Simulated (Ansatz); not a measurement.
**Nb: stress in a strained cell**

Aim: deform Nb (equal xy, yz and zx engineering shear strains of -1 %) and compute stress, forces and field gradients with LAPW, PAW and all-electron datasets made for the crystal.

Method: DFT PBE, scalar-relativistic, in Ansatz 0.2.0.

## 1. The system as given

The structure is cubic, space group Fm-3m (No. 225). Conventional cell: a = 4.230 Å, b = 4.230 Å, c = 4.230 Å, α = 90.00°, β = 90.00°, γ = 90.00°. Nb (site symmetry m-3m) has 12 Nb at 2.99 Å as nearest neighbours.

Structure file:

```
CELL_PARAMETERS angstrom
0.00000 2.11500 2.11500
2.11500 0.00000 2.11500
2.11500 2.11500 0.00000
ATOMIC_POSITIONS crystal
Nb 0.00000 0.00000 0.00000
```

## 2. The deformed structure

Space group Fm-3m before, R-3m after.

## 3. All-electron LAPW

input.yaml

```yaml
crystal:
  lattice:
    - [-0.02115, 2.104425, 2.104425]
    - [2.104425, -0.02115, 2.104425]
    - [2.104425, 2.104425, -0.02115]
  atoms:
    - { symbol: Nb, position: [0.0, 0.0, 0.0] }
kpoints:
  mp_grid: { grid: [13, 13, 13] }
  band_path:
    path:
      - [0.0, 0.0, 0.0]
      - [0.5, 0.5, 0.5]
      - [0.2525443832, 0.5, 0.7474556168]
      - [-0.2525443832, 0.2525443832, 0.5]
      - [0.0, 0.0, 0.5]
      - [0.0, 0.0, 0.0]
      - [-0.3762721916, 0.0, 0.3762721916]
      - [0.0, 0.3762721916, 0.6237278084]
      - [0.0, 0.5, 0.5]
    npoints: 5
scf:
  occupations: { method: fermi_dirac, width: 0.08 }
hamiltonian:
  xc: pbe
  pseudopotentials: { kind: all_electron, lapw: { basis_error: 0.00025 } }
output:
  forces: true
  stress: true
  eigenvalues: true
```

The run is started by

```bash
> ansatz run input.yaml --threads 1 --pin off --max-ram 3072MiB --backend cpu --events-out ev --progress --plain --runs-dir out
```

## 4. PAW on the default files

input.yaml

```yaml
crystal:
  lattice:
    - [-0.02115, 2.104425, 2.104425]
    - [2.104425, -0.02115, 2.104425]
    - [2.104425, 2.104425, -0.02115]
  atoms:
    - { symbol: Nb, position: [0.0, 0.0, 0.0] }
kpoints:
  mp_grid: { grid: [13, 13, 13] }
scf:
  occupations: { method: fermi_dirac, width: 0.08 }
hamiltonian:
  xc: pbe
  pseudopotentials: { kind: paw }
output:
  forces: true
  stress: true
  eigenvalues: true
  efg: { contact_densities: true }
```

## 5. All-electron PAW on datasets made for the crystal

input.yaml: that of step 4 with these lines changed.

```diff
@@ -13,3 +13,3 @@
   xc: pbe
-  pseudopotentials: { kind: paw }
+  pseudopotentials: { kind: all_electron, datasets: crystal }
 output:
```

(Steps that only read results are left out.)

**Question.** What will these runs give? Wanted: pressure; largest shear or deviatoric stress.

The runs gave:

```
                                 quantity                                              value
                                 pressure  LAPW -1.14, PAW -1.13, crystal datasets -1.13 GPa
largest shear or deviatoric stress (LAPW)                                           0.39 GPa
```

**Reading.** The largest part of the stress beyond the pressure is 0.39 GPa in size. No run of the undeformed cell stands beside it, so the pressure holds what the given cell had before the change. PAW: stress within 0.01 GPa of LAPW. Crystal datasets: stress within 0.01 GPa of LAPW.
